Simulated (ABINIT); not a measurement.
# InP: band structure with BP86

**Experimental background.**

A printed reference work, data compilation reports, for a bulk crystal of InP at 1.6 K: band gap 1.4236 eV (direct).

The system is InP.

```
In P
1.0
     0.00000    2.93050    2.93050
     2.93050    0.00000    2.93050
     2.93050    2.93050    0.00000
In P
1 1
Direct
  0.00000 0.00000 0.00000
  0.75000 0.75000 0.75000
```

* Program: ABINIT 10.8.3 (patched build)
* Task: band structure
* Functional: BP86
* Potentials or basis: JTH PAW PBE v2.0
* Cutoff: 544 eV
* k mesh: 8 × 8 × 8
* Occupations: fermi-dirac, width 0.05 eV
* Spin: no spin polarisation
* Fine-grid cutoff: 1088.46 eV
* Exchange and correlation inside the PAW spheres: full angular mesh (pawxcdev 0, this build's default; the released program takes 1)

```yaml
Band_gap_on_the_k_mesh: 0.61 eV, direct
Valence_electrons_inside_the_program's_atomic_spheres: In 11.26; P 1.59
```

Levels at the corners of the path, in eV from the valence-band top:
```tsv
point	band 7	band 8	band 9	band 10	band 11	band 12
Γ	0.00	0.00	0.00	0.61	4.06	4.06
X	-5.80	-2.33	-2.33	1.77	2.26	9.17
W	-5.65	-2.95	-2.92	4.31	4.33	5.53
K	-5.66	-3.31	-1.95	2.36	4.37	7.49
Γ	0.00	0.00	0.00	0.61	4.06	4.06
L	-5.76	-0.98	-0.98	1.44	4.80	4.80
U	-5.66	-3.31	-1.95	2.36	4.37	7.49
W	-5.65	-2.95	-2.92	4.31	4.33	5.53
L	-5.76	-0.98	-0.98	1.44	4.80	4.80
K	-5.66	-3.31	-1.95	2.36	4.37	7.49
```

Wall time 55 s on 1 thread of Arm Neoverse V1 (shared host), peak memory 0.13 GiB.

Against the measured gap of InP, 1.4236 eV (direct; 1.6 K; a printed reference work, data compilation), the calculated 0.61 eV is off by -0.81 eV. Spin-orbit coupling on In is left out. The value is that of BP86, without temperature or zero-point motion.

Caveat: spin-orbit coupling is left out, which moves the levels of the heavy elements.
